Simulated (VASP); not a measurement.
# Si3Ge in VASP: further runs, part 2 of 2

VASP 6.6.1. The steps go on from the part before.

### 4 Relaxation of cell and atoms, PBE

This run uses another cell than the first one, of 14.60 Å³/atom, 0.683 times its volume.

INCAR

```
SYSTEM = Si3Ge
PREC = Normal
ENCUT = 520
EDIFF = 1E-4
ISMEAR = 0
SIGMA = 0.15
LREAL = .FALSE.
LASPH = .TRUE.
NELM = 60
ALGO = Fast
ISIF = 3
LWAVE = .FALSE.
LCHARG = .FALSE.
GGA = PE
IBRION = 2
NSW = 24
EDIFFG = -0.08
```

KPOINTS

```
Automatic mesh
0
G
  9 9 3
  0 0 0
```

POSCAR

```
Si3Ge
1.0
    2.7402307200      0.0000000000      0.0000000000
   -1.3701153600      2.3731094200      0.0000000000
    0.0000000000      0.0000000000      8.9836760500
Si Ge
3 1
Direct
    0.6666666700      0.3333333300      0.5000000000
    0.3333333300      0.6666666700      0.2540725200
    0.3333333300      0.6666666700      0.7459274800
    0.6666666700      0.3333333300      0.0000000000
```

Potentials or basis: VASP PAW PBE potentials, release 64 (Si, Ge_d).

Started as:

```console
cat potpaw_PBE.64/Si/POTCAR potpaw_PBE.64/Ge_d/POTCAR > POTCAR
mpirun -np 1 vasp_std > vasp.out
```

OUTCAR:

```text
SYSTEM = Si3Ge
   PREC = Normal
   ENCUT = 520
   EDIFF = 1E-4
   ISMEAR = 0
   LREAL = .FALSE.
   LASPH = .TRUE.
   NELM = 60
   ISIF = 3
   GGA = PE
   IBRION = 2
   NSW = 24
   EDIFFG = -0.08

 ion  position               nearest neighbor table
   1  0.667  0.333  0.500-   2 2.72   3 2.72   2 2.72   3 2.72   2 2.72   3 2.72
   2  0.333  0.667  0.254-   1 2.72   1 2.72   1 2.72   4 2.78   4 2.78   4 2.78
   3  0.333  0.667  0.746-   1 2.72   1 2.72   1 2.72   4 2.78   4 2.78   4 2.78
   4  0.667  0.333  0.000-   2 2.78   3 2.78   2 2.78   3 2.78   2 2.78   3 2.78

  LATTYP: Found a hexagonal cell.
 ALAT       =     2.7402307200
 C/A-ratio  =     3.2784378280

  Lattice vectors:

 A1 = (   2.7402307200,   0.0000000000,   0.0000000000)
 A2 = (  -1.3701153600,   2.3731094200,   0.0000000000)
[... 778 lines left out ...]

  energy  without entropy=      -18.7392657525  energy(sigma->0) =      -18.75110980

[... ionic steps 4 to 7 ...]

--------------------------------------- Ionic step        8  -------------------------------------------

 number of electron      26.0000011 magnetization

------------------------ aborting loop because EDIFF is reached ----------------------------------------
[... 71 lines left out ...]
--------------------------------------- Ionic step       10  -------------------------------------------

 number of electron      26.0000008 magnetization

 Free energy of the ion-electron system (eV)
  ---------------------------------------------------
  ext. energy  EPLUGINS =         0.00000000
  ---------------------------------------------------
  free energy    TOTEN  =       -18.78439039 eV

  energy without entropy =      -18.76019758  energy(sigma->0) =      -18.77229399

 E-fermi :   9.0048     XC(G=0): -11.1593

 val. band max:        8.9878475311   @ k =   0.3333   0.1111   0.3333
 cond. band min:       9.0128852063   @ k =   0.2222   0.1111   0.3333
 fundamental gap:      0.0250376752
 Fermi energy:         9.0047780488

 k-point     1 :       0.0000    0.0000    0.0000
  band No.  band energies     occupation
      1     -15.9610      2.00000
      2     -15.9427      2.00000
      3     -15.9427      2.00000
      4     -15.8352      2.00000
      5     -15.8352      2.00000
      6      -5.0061      2.00000
[... 500 lines left out ...]
  FREE ENERGIE OF THE ION-ELECTRON SYSTEM (eV)
  ---------------------------------------------------
  free  energy   TOTEN  =       -18.7843903921 eV

  energy  without entropy=      -18.7601975817  energy(sigma->0) =      -18.77229399

 reached required accuracy - stopping structural energy minimisation
```

OSZICAR:

```text
N       E                     dE             d eps       ncg     rms          rms(c)
DAV:   1     0.145797987243E+03    0.14580E+03   -0.12592E+04   836   0.291E+03
DAV:   2    -0.111960778294E+01   -0.14692E+03   -0.14425E+03   864   0.512E+02
DAV:   3    -0.180668616643E+02   -0.16947E+02   -0.16091E+02  1055   0.111E+02
DAV:   4    -0.187144834161E+02   -0.64762E+00   -0.60364E+00  1036   0.194E+01
[... 60 lines left out ...]
       N       E                     dE             d eps       ncg     rms          rms(c)
DAV:   1    -0.187849776896E+02   -0.18193E-02   -0.56145E-02  1141   0.239E+00    0.178E-01
RMM:   2    -0.187845763093E+02    0.40138E-03   -0.27602E-03   919   0.534E-01    0.898E-02
RMM:   3    -0.187844039182E+02    0.17239E-03   -0.53748E-04   862   0.253E-01    0.297E-02
RMM:   4    -0.187843903921E+02    0.13526E-04   -0.10201E-04   490   0.980E-02
  10 F= -.18784390E+02 E0= -.18772294E+02  d E =-.835155E-02
```

CONTCAR:

```text
Si3Ge
   1.00000000000000
     2.7798422819638811   -0.0000000000000000   -0.0000000000000000
    -1.3899211409819405    2.4074140391225063   -0.0000000000000000
     0.0000000000000000   -0.0000000000000000    9.4892787810577524
  Si              Ge
     3     1
Direct
     0.6666666699999979    0.3333333300000021    0.5000000000000000
     0.3333333300000021    0.6666666699999979    0.2618505652685790
     0.3333333300000021    0.6666666699999979    0.7381494347314209
     0.6666666699999979    0.3333333300000021    0.0000000000000000

  0.00000000E+00  0.00000000E+00  0.00000000E+00
  0.00000000E+00  0.00000000E+00  0.00000000E+00
  0.00000000E+00  0.00000000E+00  0.00000000E+00
  0.00000000E+00  0.00000000E+00  0.00000000E+00
```

Wall time 28 s (1 thread of Intel Xeon 6975P-C (Granite Rapids), shared host); peak memory 0.15 GiB.

What came out:

| Property | Result |
| --- | --- |
| Free energy | -18.7844 eV |
| Relaxed volume | 15.88 Å³/atom |
| Relaxed cell | a = 2.780 Å, b = 2.780 Å, c = 9.489 Å, α = 90.00°, β = 90.00°, γ = 120.00° |
| Space group after relaxing (to 0.05 Å) | P-6m2 (No. 187) |
| Energy gained by relaxing | 38.0 meV/atom |
| Ionic steps | 10 |
| Pressure after relaxing | -0.6 GPa |
| Largest force after relaxing | 0.066 eV/Å |

Forces on the atoms (eV/Å):
```
Si   0.000  0.000  0.000
Si   0.000  0.000  0.066
Si   0.000  0.000 -0.066
Ge   0.000  0.000  0.000
```

Step by step:
```
step  energy change (eV)  largest force (eV/Å)  pressure (GPa)  volume (Å³)
   1              0.0000                0.3956            7.46        58.42
   2             -0.1275                0.2749           -1.57        64.34
   3             -0.1305                0.2833            0.20        63.36
   4             -0.1303                0.2794           -2.24        63.76
   5             -0.1306                0.2809            0.28        63.49
   6             -0.1305                0.2804           -1.16        63.62
   7             -0.1405                0.2321           -0.17        63.32
   8             -0.1436                0.2064            0.46        63.09
   9             -0.1506                0.1076           -0.89        63.38
  10             -0.1519                0.0663           -0.62        63.50
```

Final structure:
```
CELL_PARAMETERS angstrom
2.77984 0.00000 0.00000
-1.38992 2.40741 0.00000
0.00000 0.00000 9.48928
ATOMIC_POSITIONS crystal
Si 0.66667 0.33333 0.50000
Si 0.33333 0.66667 0.26185
Si 0.33333 0.66667 0.73815
Ge 0.66667 0.33333 0.00000
```

Caveat: the bands computed are all filled at some k points, so no gap is given; the relaxation stopped at a loose force limit of 0.08 eV/Å, so its end isn't a converged minimum.
